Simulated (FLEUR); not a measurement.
# Anisotropy of Fe (c factor at fixed volume 1.15 on the database's cell) with FLEUR, part 2 of 2

Aim: the anisotropy of Fe (c factor at fixed volume 1.15 on the database's cell) from single passes in the potential of one collinear state.

FLEUR MaX-R8.1; PBE; all-electron FLAPW, Dirac cores, scalar-relativistic bands.

So far. Step 2 (Self-consistent state): After 22 cycles the largest moment stands at 2.49 μB.

This is not the structure that Fe takes at ambient pressure and room temperature (bcc); it is a model or a phase of other conditions.

The database entry behind the starting cell differs from later determinations by our own check (an axis about 0.7 % long against later determinations), so it need not match the best structure at ambient conditions.

**5. Spin–orbit coupling, moments along [001]**

Level of this step: PBE; all-electron FLAPW, Dirac cores, scalar-relativistic bands with spin-orbit coupling (FLEUR).

Spin–orbit coupling ties the spins to the lattice and lets orbital moments form.

A new self-consistent run of the start ferro +, with the moments along z. The k list default-1 (kpts.xml, not shown) is a Γ-centred 29×29×29 mesh.

Contents of inp.xml:

```
<?xml version="1.0" encoding="UTF-8" standalone="no"?>
<fleurInput fleurInputVersion="0.39">
   <comment>
      Fe
   </comment>
   <calculationSetup>
      <cutoffs Kmax="3.6" Gmax="10.8" GmaxXC="10.8" numbands="36"/>
      <scfLoop itmax="110" minDistance="0.00002" maxIterBroyd="15" imix="Anderson" alpha="0.05" precondParam="0.0" spinf="2.0" sdNocoIR="T"/>
      <coreElectrons ctail="T" frcor="F" kcrel="0" coretail_lmax="0"/>
      <xcFunctional name="pbe" relativisticCorrections="F"/>
      <magnetism jspins="2"/>
      <soc l_soc="T" theta="0.0" phi="0.0" spav="F"/>
      <expertModes spex="0" secvar="F"/>
      <geometryOptimization l_f="F" forcealpha="1.0" forcemix="BFGS" epsdisp="0.00001" epsforce="0.00001"/>
      <ldaU l_linMix="F" mixParam="0.05" spinf="1.0"/>
   </calculationSetup>
   <cell>
      <bzIntegration valenceElectrons="16.0" mode="hist" fermiSmearingEnergy="0.00183747">
         <kPointListSelection listName="default-1"/>
         <xi:include xmlns:xi="http://www.w3.org/2001/XInclude" href="kpts.xml"> </xi:include>
      </bzIntegration>
      <xi:include xmlns:xi="http://www.w3.org/2001/XInclude" href="sym.xml"> </xi:include>
      <bulkLattice scale="1.0">
         <bravaisMatrix>
            <row-1>   -2.5428238636457530     2.5428238636457530     3.1359060174674700</row-1>
            <row-2>    2.5428238636457530    -2.5428238636457530     3.1359060174674700</row-2>
            <row-3>    2.5428238636457530     2.5428238636457530    -3.1359060174674700</row-3>
         </bravaisMatrix>
      </bulkLattice>
   </cell>
   <atomSpecies>
      <species name="Iron (Fe) 2.800" element="Fe" atomicNumber="26">
         <mtSphere radius="2.33" gridPoints="771" logIncrement="0.016"/>
         <atomicCutoffs lmax="8" lnonsphr="6"/>
         <electronConfig flipSpins="F">
            <coreConfig>(1s1/2) (2s1/2) (2p1/2) (2p3/2)</coreConfig>
            <valenceConfig>(3s1/2) (3p1/2) (3p3/2) (4s1/2) (3d3/2) (3d5/2)</valenceConfig>
            <stateOccupation state="(3d3/2)" spinUp="1.4" spinDown="1.0"/>
            <stateOccupation state="(3d5/2)" spinUp="3.0" spinDown="0.6"/>
         </electronConfig>
         <energyParameters s="4" p="4" d="3" f="4"/>
         <lo type="SCLO" l="0" n="3" eDeriv="0"/>
         <lo type="SCLO" l="1" n="3" eDeriv="0"/>
      </species>
   </atomSpecies>
   <atomGroups>
      <atomGroup species="Iron (Fe) 2.800">
         <relPos label="                   1">.0000000000 .0000000000 .0000000000</relPos>
         <force calculate="T" relaxXYZ="TTT"/>
      </atomGroup>
   </atomGroups>
   <output dos="F" band="F" slice="F">
      <bandDOS minEnergy="-.5*Htr" maxEnergy="0.5*Htr" sigma="0.015" storeEVData="T"/>
      <plotting iplot="0" polar="F">
         <plot TwoD="T" vec1="  1.0  0.0  0.0" vec2="  0.0  1.0  0.0" vec3="  0.0  0.0  1.0" zero="  0.0  0.0  0.0" file="plot"/>
      </plotting>
      <moessbauerParams electricFieldGradient="F" isomerShift="F" coreHyperfine="F" valenceHyperfine="F"/>
   </output>
</fleurInput>
```

Contents of crystal.txt:

```
Fe
&input film=F cartesian=F /
-1.34560444000  1.34560444000  1.65945000000
1.34560444000  -1.34560444000  1.65945000000
1.34560444000  1.34560444000  -1.65945000000
1.8897261246
1.0 1.0 1.0

1
26 0.00000000000  0.00000000000  0.00000000000 : 2.800

&soc 0.0000000 0.0000000 /
&kpt div1=29 div2=29 div3=29 gamma=T /
```

Launch:

```console
$ OMP_NUM_THREADS=1 inpgen -f crystal.txt > inpgen.log  # inp.xml is then edited as shown
$ OMP_NUM_THREADS=1 mpirun -n 4 fleur_MPI > fleur.log
```

Output:

```text
[banner, memory and clock lines left out]
Welcome to FLEUR        (www.flapw.de)
      MaX-Release 8.1          (www.max-centre.eu)

 ========== k-point set info ==========
 Selected k-point list: default-1
 k-point list type: mesh
 0 x 0 x 0
 Number of k points: 3168

 [... set-up left out ...]
 Iteration:     1   Distance:      10.93478407 me/bohr^3
 Iteration:     2   Distance:       9.14845297 me/bohr^3
 Iteration:     3   Distance:       6.02260824 me/bohr^3
 Iteration:     4   Distance:       3.29965773 me/bohr^3
 Iteration:     5   Distance:       1.06676917 me/bohr^3
 Iteration:     6   Distance:       1.08121494 me/bohr^3
 Iteration:     7   Distance:       0.43202353 me/bohr^3
 Iteration:     8   Distance:       0.36018474 me/bohr^3
 Iteration:     9   Distance:       0.29901301 me/bohr^3
 Iteration:    10   Distance:       0.15547530 me/bohr^3
 Iteration:    11   Distance:       0.13669264 me/bohr^3
 Iteration:    12   Distance:       0.03674980 me/bohr^3
 Iteration:    13   Distance:       0.04632652 me/bohr^3
 Iteration:    14   Distance:       0.00472548 me/bohr^3
 Iteration:    15   Distance:       0.00495596 me/bohr^3
 Iteration:    16   Distance:       0.00483572 me/bohr^3
 Iteration:    17   Distance:       0.00227395 me/bohr^3
 Iteration:    18   Distance:       0.00115399 me/bohr^3
 Iteration:    19   Distance:       0.00032194 me/bohr^3
 Iteration:    20   Distance:       0.00010891 me/bohr^3
 Iteration:    21   Distance:       0.00004391 me/bohr^3
 Iteration:    22   Distance:       0.00000988 me/bohr^3

 ********************************************************************
 Run finished successfully
 Stop message:
   all done
 ********************************************************************

--- out.xml (last complete iteration) ---
<iteration numberForCurrentRun="   22" overallNumber="   22">
         [... left out ...]
         <bandgap value="0.0000000000" units="eV"/>
         <sumValenceSingleParticleEnergies value="-13.2826419754" units="Htr"/>
         <FermiEnergy value="0.3338036551" units="Htr"/>
         [... left out ...]
         <magneticMomentsInMTSpheres units="muBohr">
            <globalMagMoment atomType="1" vec="0.00000   0.00000   2.48996"/>
         </magneticMomentsInMTSpheres>
         <orbitalMomentsInMTSpheres units="muBohr">
            <globalMagMoment atomType="1" vec="0.00000   0.00000   0.05266"/>
         </orbitalMomentsInMTSpheres>
         [... left out ...]
         <totalEnergy value="    -1272.8006524515" units="Htr">
            <sumOfEigenvalues value="     -735.7753402052">
               <coreElectrons value="-722.4926982297"/>
               <valenceElectrons value="-13.2826419754"/>
            </sumOfEigenvalues>
         [... left out ...]
            <freeEnergy value="-1272.8010033337"/>
            <extrapolationTo0K value="-1272.8008278926"/>
         </totalEnergy>
         <densityConvergence units="me/bohr^3">
            <chargeDensity spin="1" distance="0.0000052847"/>
            <chargeDensity spin="2" distance="0.0000056270"/>
            <overallChargeDensity distance="0.0000098834"/>
            <spinDensity distance="0.0000046368"/>
         </densityConvergence>
      </iteration>
```

Wall time 4.1 min (4 MPI ranks of Arm Neoverse V2, shared host); peak memory 0.8 GiB.

This step gave:

- free energy: -34634.6797 eV
- program's band gap on this mesh (in a metal only a level spacing): 0 eV
- magnetization: 2.436 μB
- final state: ferromagnetic
- largest moment: 2.490 μB
- orbital moment along the spin: 0.05266 μB

Orbital moment in the sphere, along the spin axis by atom:

```csv
atom,"orbital moment in the sphere, along the spin axis (μB)"
Fe1,0.0527
```

**6. Results**

| Quantity | Value |
| --- | --- |
| reference state | ferromagnetic |
| largest sphere moment | 2.49 μB |
| easy direction of those tried | the plane normal to [001] |
| energy along [100] less [001], force theorem | -0.0625 meV a primitive cell |
| orbital moment on the atom of largest spin, along its spin (spin–orbit run) | 0.0527 μB |

What this shows: By the force theorem the moments prefer the plane normal to [001], with no direction in it resolved; shape anisotropy is not in it. The difference for the second direction goes from -0.049 meV (mesh 20×20×20, 36 states, 3.2 min of CPU time) to -0.062 meV (mesh 29×29×29, 36 states, 9.5 min). The orbital moment is parallel to the spin. The state was typed, and no other order was converged beside it, so it need not be the ground state.

[Logs and program files are shortened in this print: banners, set-up blocks, solver, clock and traceback lines can be left out without a mark of their own.]

[Logs are printed without paths, hosts, clocks, repeated set-up lines and the standing remarks that a program may print on its own settings, such as how far it seeks lower states.]

[Hosts, paths, dates, database ids (printed as entryN), source tags and the programs' standing remarks are cut or masked in the printed files.]

[Where a cell is said to come from a database of computed structures, the database is the Materials Project.]
